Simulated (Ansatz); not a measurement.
## LiH: stable or not

The cell was found from a structure generator's guess, not taken from experiment.

The calculation used DFT PBE, scalar-relativistic, plane waves, PAW (Ansatz 0.2.0). The final run on the 2-atom cell used 420 eV, a Γ-centred 12×12×10 mesh, 0.02 eV smearing and no spin polarisation.

```
CELL_PARAMETERS angstrom
2.75604 0.00000 0.00000
-1.37802 2.38680 0.00000
0.00000 0.00000 2.53447
ATOMIC_POSITIONS crystal
Li 0.66667 0.33333 0.00000
H 0.00000 0.00000 0.50000
```

Formation energies are uncorrected and refer to the elements' standard structures at the same level (H₂ as a molecule).

Problem. These tests were run: energy against the elements; phonons at Γ; elastic tensor. What do they show?

Solution.

```csv
test,result
energy against the elements,−0.300 eV/atom
phonons at Γ,lowest optical mode 522 cm⁻¹
elastic tensor,least eigenvalue -7 GPa
```

It fails one test: elastic tensor. So it isn't even a local minimum.

With hydrogen, zero-point motion can shift formation energies by some tens of meV/atom. The run for the phonons used a 12×12×10 k mesh. The run for the elastic tensor used a 12×12×10 k mesh. Another cell of LiH relaxed alike, in F-43m, lies 69 meV/atom lower, so this cell isn't the stable form at this level.
